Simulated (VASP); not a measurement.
Wanted: the native input for a VASP 6.6.1 run.

- Task: relaxation of cell and atoms
- Functional: PBEsol
- Potentials or basis: VASP PAW PBE potentials, release 64 (Rb_sv, Br)
- Cutoff: 600 eV
- k mesh: 6 × 6 × 6
- Occupations: gaussian, width 0.01 eV
- Spin: no spin polarisation
- Dipole correction: no
- Further INCAR settings: ALGO = Normal; EDIFF = 1e-06; IBRION = 2; EDIFFG = -0.001; NSW = 80; ISIF = 3

The structure of RbBr lies in POSCAR:

```
RbBr
1.0
    0.0000000000      3.4249253317      3.4249253317
    3.4249253317      0.0000000000      3.4249253317
    3.4249253317      3.4249253317      0.0000000000
Rb Br
1 1
Direct
    0.0000000000      0.0000000000      0.0000000000
    0.5000000000      0.5000000000      0.5000000000
```

The cell isn't the ideal one: cell and atoms relaxed tightly for response.

These files were run (other wordings do the same):

INCAR

```
SYSTEM = RbBr
ALGO = Normal
EDIFF = 1E-6
EDIFFG = -0.001
ENCUT = 600
GGA = PS
IBRION = 2
ISIF = 3
ISMEAR = 0
LASPH = .True.
LCHARG = .False.
LREAL = .False.
LWAVE = .False.
NELM = 80
NSW = 80
PREC = Accurate
SIGMA = 0.01
```

KPOINTS

```
k-points
0
Gamma
  6 6 6
  0 0 0
```

Potentials or basis: VASP PAW PBE potentials, release 64 (Rb_sv, Br).

Command:

```console
$ cat potpaw_PBE.64/Rb_sv/POTCAR potpaw_PBE.64/Br/POTCAR > POTCAR
$ mpirun -np 1 vasp_std > vasp.out
```

It gave:

The pressure after relaxing is 0.0 GPa and the band gap on the k mesh is 4.22 eV, direct.

Caveat: the relaxation stopped at its first step, so nothing moved; the PAW data sets were made with another functional, which shifts forces and pressure a little.

It took 22 s on 1 thread of Intel(R) Xeon(R) Platinum 8375C CPU @ 2.90GHz (Ice Lake) (shared host), peak memory 0.24 GiB.
